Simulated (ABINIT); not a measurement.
# AlNi (Pm-3m) in ABINIT: a series of runs

The runs below take AlNi through single point, with LDA, PBEsol.

Program: ABINIT 10.8.3 (patched build). These are calculated values, not measurements. Logs are shortened: lines on timing, memory, paths and dates and some standing lists are left out, and cuts for length are marked. The log counts tension as positive stress, the text compression.

### Step 1. The structure

The structure is cubic, space group Pm-3m (No. 221). Conventional cell: a = 2.881 Å, b = 2.881 Å, c = 2.881 Å, α = 90.00°, β = 90.00°, γ = 90.00°. Ni (site symmetry m-3m) has 8 Al at 2.50 Å as nearest neighbours. Al (site symmetry m-3m) has 8 Ni at 2.50 Å as nearest neighbours.

### Step 2. Single point, LDA, collinear spin, ferromagnetic start

run.abi

```
# Pseudopotentials
pp_dirpath "./"
pseudos "Ni.LDA_PW-JTH.xml, Al.LDA_PW-JTH.xml"

# Structure
acell 5.444300965 5.444300965 5.444300965
rprim
     1.0000000000     0.0000000000     0.0000000000
     0.0000000000     1.0000000000     0.0000000000
     0.0000000000     0.0000000000     1.0000000000
ntypat 2
znucl 28 13
natom 2
typat 1 2
xred
     0.5000000000     0.5000000000     0.5000000000
     0.0000000000     0.0000000000     0.0000000000

# Plane-wave basis
ecut 30.0
pawecutdg 52.0

# k points
kptopt 1
ngkpt 5 5 5
nshiftk 1
shiftk 0.0 0.0 0.0

# Exchange and correlation
ixc 7

# Bands and occupations
nband 15
occopt 3
tsmear 0.05 eV

# Spin
nsppol 2
spinat
     0.0000000000     0.0000000000     1.0000000000
     0.0000000000     0.0000000000     0.0000000000

# SCF cycle
nstep 100
tolvrs 1.0e-9

# Output
iomode 3
prtwf 0
prtden 0
prteig 0
prtebands 0
enunit 1
```

Potentials or basis: JTH PAW LDA v2.0.

Launch:

```sh
$ abinit run.abi > log 2>&1
```

run.abo:

```text
.Version 10.8.3 of ABINIT
 Symmetries : space group Pm -3 m (#221); Bravais cP (primitive cubic)
================================================================================
 Values of the parameters that define the memory need of the present run
     intxc =       0    ionmov =       0      iscf =      17    lmnmax =      18
     lnmax =       6     mgfft =      30  mpssoang =       3    mqgrid =    3001
     natom =       2  nloc_mem =       2    nspden =       2   nspinor =       1
    nsppol =       2      nsym =      48    n1xccc =       1    ntypat =       2
    occopt =       3   xclevel =       1
       mpw =        1289          nfft =       27000          nkpt =          10
 PAW method is used; the additional fine FFT grid is defined by:
   mgfftf=        36    nfftf =     46656
================================================================================
================================================================================

--------------------------------------------------------------------------------
------------- Echo of variables that govern the present computation ------------
--------------------------------------------------------------------------------
 -outvars: echo values of preprocessed input variables --------
            acell      5.4443009650E+00  5.4443009650E+00  5.4443009650E+00 Bohr
              amu      5.86900000E+01  2.69815390E+01
             ecut      3.00000000E+01 Hartree
           enunit           1
              ixc           7
         kptrlatt        5    0    0      0    5    0      0    0    5
          kptrlen      2.72215048E+01
            natom           2
            nband          15
            ngfft          30      30      30
          ngfftdg          36      36      36
             nkpt          10
           nspden           2
           nsppol           2
            nstep         100
             nsym          48
           ntypat           2
           occopt           3
        pawecutdg      5.20000000E+01 Hartree
           prtden           0
        prtebands           0
           prteig           0
            prtwf           0
          spgroup         221
           spinat      0.0000000000E+00  0.0000000000E+00  1.0000000000E+00
                       0.0000000000E+00  0.0000000000E+00  0.0000000000E+00
           tolvrs      1.00000000E-09
           tsmear      1.83746611E-03 Hartree
            typat      1  2
           useylm           1
           xangst      1.4404999990E+00  1.4404999990E+00  1.4404999990E+00
                       0.0000000000E+00  0.0000000000E+00  0.0000000000E+00
            xcart      2.7221504825E+00  2.7221504825E+00  2.7221504825E+00
                       0.0000000000E+00  0.0000000000E+00  0.0000000000E+00
             xred      5.0000000000E-01  5.0000000000E-01  5.0000000000E-01
                       0.0000000000E+00  0.0000000000E+00  0.0000000000E+00
            znucl       28.00000   13.00000

================================================================================

 chkinp: Checking input parameters for consistency.

================================================================================
== DATASET  1 ==================================================================

--- !DatasetInfo
iteration_state: {dtset: 1, }
dimensions: {natom: 2, nkpt: 10, mband: 15, nsppol: 2, nspinor: 1, nspden: 2, mpw: 1289, }
cutoff_energies: {ecut:  30.0, pawecutdg:  52.0, }
electrons: {nelect:   2.10000000E+01, charge:   0.00000000E+00, occopt:   3.00000000E+00, tsmear:   1.83746611E-03, }
meta: {optdriver: 0, ionmov: 0, optcell: 0, iscf: 17, paral_kgb: 0, }
...

 Exchange-correlation functional for the present dataset will be:
  LDA: Perdew-Wang 92 LSD fit to Ceperley-Alder data - ixc=7
  J.P.Perdew and Y.Wang, PRB 45, 13244 (1992)

 Real(R)+Recip(G) space primitive vectors, cartesian coordinates (Bohr,Bohr^-1):
 R(1)=  5.4443010  0.0000000  0.0000000  G(1)=  0.1836783  0.0000000  0.0000000
 R(2)=  0.0000000  5.4443010  0.0000000  G(2)=  0.0000000  0.1836783  0.0000000
 R(3)=  0.0000000  0.0000000  5.4443010  G(3)=  0.0000000  0.0000000  0.1836783
 Unit cell volume ucvol=  1.6137133E+02 bohr^3
 Angles (23,13,12)=  9.00000000E+01  9.00000000E+01  9.00000000E+01 degrees

 Coarse grid specifications (used for wave-functions):

 getcut: wavevector=  0.0000  0.0000  0.0000  ngfft=  30  30  30
         ecut(hartree)=     30.000   => boxcut(ratio)=   2.23488

 getcut : COMMENT -
  Note that boxcut > 2.2 ; recall that boxcut=Gcut(box)/Gcut(sphere) = 2
  is sufficient for exact treatment of convolution.
[... 62 lines left out ...]
iteration_state: {dtset: 1, }
comment   : Summary of ground state results
lattice_vectors:
- [  5.4443010,   0.0000000,   0.0000000, ]
- [  0.0000000,   5.4443010,   0.0000000, ]
- [  0.0000000,   0.0000000,   5.4443010, ]
lattice_lengths: [   5.44430,    5.44430,    5.44430, ]
lattice_angles: [ 90.000,  90.000,  90.000, ] # degrees, (23, 13, 12)
lattice_volume:   1.6137133E+02
convergence: {deltae: -8.441E-12, res2:  1.686E-10, residm:  2.852E-08, diffor: null, }
etotal    :  -1.73178048E+02
entropy   :   0.00000000E+00
fermie    :   4.16019308E-01
cartesian_stress_tensor: # hartree/bohr^3
- [  4.69447476E-04,   0.00000000E+00,   0.00000000E+00, ]
- [  0.00000000E+00,   4.69447476E-04,   0.00000000E+00, ]
- [  0.00000000E+00,   0.00000000E+00,   4.69447476E-04, ]
pressure_GPa:  -1.3812E+01
xred      :
- [  5.0000E-01,   5.0000E-01,   5.0000E-01, Ni]
- [  0.0000E+00,   0.0000E+00,   0.0000E+00, Al]
cartesian_forces: # hartree/bohr
- [ -0.00000000E+00,  -0.00000000E+00,  -0.00000000E+00, ]
- [ -0.00000000E+00,  -0.00000000E+00,  -0.00000000E+00, ]
force_length_stats: {min:   0.00000000E+00, max:   0.00000000E+00, mean:   0.00000000E+00, }
...

 Integrated electronic and magnetization densities in atomic spheres:
 ------------------------------------------------------------------------------------------------------------
 Radius=ratsph(iatom), smearing ratsm=  0.0000. Diff(up-dn)=approximate z local magnetic moment.
    Atom    Radius    up_density   dn_density  Total(up+dn)  Diff(up-dn)
    1 Ni   1.81432     7.949296     7.949291     15.898588     0.000005
    2 Al   1.90363     0.406719     0.406719      0.813439     0.000000
 ------------------------------------------------------------------------------------------------------------
  Sum:                 8.356016     8.356011     16.712027     0.000005
 Total magnetization (from the atomic spheres):                0.000005
 Total magnetization (exact up - dn):                          0.000005

================================================================================

 ----iterations are completed or convergence reached----

 Mean square residual over all n,k,spin=   14.152E-11; max=  28.516E-09
 reduced coordinates (array xred) for    2 atoms
       0.500000000000      0.500000000000      0.500000000000
       0.000000000000      0.000000000000      0.000000000000
 rms dE/dt=  0.0000E+00; max dE/dt=  0.0000E+00; dE/dt below (all hartree)
    1       0.000000000000      0.000000000000      0.000000000000
    2       0.000000000000      0.000000000000      0.000000000000

 cartesian coordinates (angstrom) at end:
    1      1.44049999901035     1.44049999901035     1.44049999901035
    2      0.00000000000000     0.00000000000000     0.00000000000000

 cartesian forces (hartree/bohr) at end:
    1     -0.00000000000000    -0.00000000000000    -0.00000000000000
    2     -0.00000000000000    -0.00000000000000    -0.00000000000000
 frms,max,avg= 0.0000000E+00 0.0000000E+00   0.000E+00  0.000E+00  0.000E+00 h/b

 cartesian forces (eV/Angstrom) at end:
    1     -0.00000000000000    -0.00000000000000    -0.00000000000000
    2     -0.00000000000000    -0.00000000000000    -0.00000000000000
 frms,max,avg= 0.0000000E+00 0.0000000E+00   0.000E+00  0.000E+00  0.000E+00 e/A
 length scales=  5.444300965000  5.444300965000  5.444300965000 bohr
              =  2.880999998021  2.880999998021  2.880999998021 angstroms
 Fermi (or HOMO) energy (eV) =  11.32046   Average Vxc (eV)= -12.01203
 Eigenvalues (   eV  ) for nkpt=  10  k points, SPIN UP:
 kpt#   1, nband= 15, wtk=  0.00800, kpt=  0.0000  0.0000  0.0000 (reduced coord)
 -91.10441  -51.93687  -51.93687  -51.93687    0.29600    8.16587    8.16587    9.85436
   9.85436    9.85436   16.87928   16.87928   16.87928   19.65626   19.65626
 prteigrs : prtvol=0 or 1, do not print more k-points.

 Eigenvalues (   eV  ) for nkpt=  10  k points, SPIN DOWN:
 kpt#   1, nband= 15, wtk=  0.00800, kpt=  0.0000  0.0000  0.0000 (reduced coord)
 -91.10440  -51.93687  -51.93687  -51.93687    0.29600    8.16588    8.16588    9.85436
   9.85436    9.85436   16.87928   16.87928   16.87928   19.65626   19.65626
 prteigrs : prtvol=0 or 1, do not print more k-points.

--- !EnergyTerms
iteration_state     : {dtset: 1, }
comment             : Components of total free energy in Hartree
kinetic             :  3.00007632396482E+01
hartree             :  5.70250897817877E+01
xc                  : -7.75197101301152E+00
Ewald energy        : -9.47255811224315E+01
psp_core            :  2.23610564756024E+00
local_psp           : -1.54559589533360E+02
PAW spherical_terms : -5.40224320107191E+00
internal            : -1.73177426200879E+02
'-kT*entropy'       : -6.23967470237259E-04
total_energy        : -1.73178050168349E+02
total_energy_eV     : -4.71241481245682E+03
...

--- !EnergyTermsDC
iteration_state     : {dtset: 1, }
comment             : '"Double-counting" decomposition of free energy'
band_energy         : -1.42008113804622E+01
Ewald energy        : -9.47255811224315E+01
psp_core            :  2.23610564756024E+00
xc_dc               : -5.49220635187356E+01
PAW spherical_terms : -1.15650739766642E+01
internal            : -1.73177424350733E+02
'-kT*entropy'       : -6.23967470237259E-04
total_energy_dc     : -1.73178048318204E+02
total_energy_dc_eV  : -4.71241476211180E+03
...

--- !EnergyTermsWithPAWCore
iteration_state     : {dtset: 1, }
comment             : 'Components of total free energy, including PAW core contributions'
Total energy        : -1.76032191349628E+03
Total energy DC     : -1.76032191164613E+03
Total energy (eV)   : -4.79007995054116E+04
Total energy DC (eV): -4.79007994550665E+04
...

 Cartesian components of stress tensor (hartree/bohr^3)
  sigma(1 1)=  4.69447476E-04  sigma(3 2)=  0.00000000E+00
  sigma(2 2)=  4.69447476E-04  sigma(3 1)=  0.00000000E+00
  sigma(3 3)=  4.69447476E-04  sigma(2 1)=  0.00000000E+00

-Cartesian components of stress tensor (GPa)         [Pressure= -1.3812E+01 GPa]
- sigma(1 1)=  1.38116216E+01  sigma(3 2)=  0.00000000E+00
- sigma(2 2)=  1.38116216E+01  sigma(3 1)=  0.00000000E+00
- sigma(3 3)=  1.38116216E+01  sigma(2 1)=  0.00000000E+00

== END DATASET(S) ==============================================================
================================================================================

 -outvars: echo values of variables after computation  --------
            acell      5.4443009650E+00  5.4443009650E+00  5.4443009650E+00 Bohr
           etotal     -1.7317804832E+02
            fcart     -0.0000000000E+00 -0.0000000000E+00 -0.0000000000E+00
                      -0.0000000000E+00 -0.0000000000E+00 -0.0000000000E+00
           strten      4.6944747589E-04  4.6944747589E-04  4.6944747589E-04
                       0.0000000000E+00  0.0000000000E+00  0.0000000000E+00
           xangst      1.4404999990E+00  1.4404999990E+00  1.4404999990E+00
                       0.0000000000E+00  0.0000000000E+00  0.0000000000E+00
             xred      5.0000000000E-01  5.0000000000E-01  5.0000000000E-01
                       0.0000000000E+00  0.0000000000E+00  0.0000000000E+00
 Calculation completed.
```

Run time: 13 s. Hardware: 1 thread of Arm Neoverse V2, shared host; peak memory 0.09 GiB.

What came out:

```yaml
Free_energy: -4712.4148 eV
Band_gap_on_the_k_mesh: none (metal or under the smearing width)
Net_moment: 0.00 μB per cell
Valence_electrons_inside_the_program's_atomic_spheres: Ni 15.90; Al 0.81
```

Caveat: the k mesh is coarse (spacing up to 0.44 Å⁻¹), so the values aren't converged; the cutoff is too short for stress, so the log's stress isn't used; small starting moments can end in a higher magnetic state in this program.

### Step 3. Single point, PBEsol, collinear spin, ferromagnetic start

run.abi

```
# Pseudopotentials
pp_dirpath "./"
pseudos "Ni.GGA_PBE-JTH.xml, Al.GGA_PBE-JTH.xml"

# Structure
acell 2.881 2.881 2.881 Angstrom
rprim
     1.0000000000     0.0000000000     0.0000000000
     0.0000000000     1.0000000000     0.0000000000
     0.0000000000     0.0000000000     1.0000000000
ntypat 2
znucl 28 13
natom 2
typat 1 2
xcart
     1.4405000000     1.4405000000     1.4405000000
     0.0000000000     0.0000000000     0.0000000000 Angstrom

# Plane-wave basis
ecut 816.341587 eV
pawecutdg 52.0

# k points
kptopt 1
ngkpt 4 4 4
nshiftk 1
shiftk 0.0 0.0 0.0

# Exchange and correlation
ixc -116133

# Bands and occupations
nband 15
occopt 3
tsmear 0.00183747

# Spin
nsppol 2
spinat
     0.0000000000     0.0000000000     1.0000000000
     0.0000000000     0.0000000000     0.0000000000

# SCF cycle
nstep 100
tolvrs 1.0e-9

# Output
iomode 3
prtwf 0
prteig 0
prtebands 0
enunit 1
prtden 1
prtvha 1
prtvclmb 1
prtpot 1
```

Potentials or basis: JTH PAW PBE v2.0.

Launch:

```sh
$ abinit run.abi > log 2>&1
```

Run time: 25 s. Hardware: 1 thread of Arm Neoverse V2, shared host; peak memory 0.13 GiB.

The run converged. Its results:

- Free energy: -4705.2609 eV
- Band gap on the k mesh: none (metal or under the smearing width)
- Net moment: 0.00 μB per cell
- Valence electrons inside the program's atomic spheres: Ni 15.89; Al 0.80

Levels at points of the mesh, in eV from the Fermi level:
Spin up:
| k point | band 7 | band 8 | band 9 | band 10 | band 11 | band 12 | band 13 | band 14 |
| --- | --- | --- | --- | --- | --- | --- | --- | --- |
| (0.00, 0.00, 0.00) | -2.93 | -1.21 | -1.21 | -1.21 | 5.74 | 5.74 | 5.74 | 8.44 |
| (0.50, 0.00, 0.00) | -2.45 | -1.92 | -1.92 | -1.11 | -0.31 | 8.57 | 10.28 | 10.28 |
| (0.50, 0.50, 0.00) | -2.64 | -2.64 | -1.75 | -1.75 | -0.67 | 1.74 | 2.81 | 12.49 |
| (0.50, 0.50, 0.50) | -3.82 | -0.65 | -0.65 | 2.25 | 2.25 | 2.25 | 3.94 | 4.77 |
Spin down:
```csv
k point,band 8,band 9,band 10,band 11,band 12,band 13
"(0.00, 0.00, 0.00)",-1.21,-1.21,-1.21,5.74,5.74,5.74
"(0.50, 0.00, 0.00)",-1.92,-1.92,-1.11,-0.31,8.57,10.28
"(0.50, 0.50, 0.00)",-2.64,-1.75,-1.75,-0.67,1.74,2.81
"(0.50, 0.50, 0.50)",-0.65,-0.65,2.25,2.25,2.25,3.94
```

Caveat: the k mesh is coarse (spacing up to 0.55 Å⁻¹), so the values aren't converged; the cutoff is too short for stress, so the log's stress isn't used; small starting moments can end in a higher magnetic state in this program; the PAW data sets were made with another functional, which shifts forces and pressure a little.

(Part 1 of 2 ends here.)
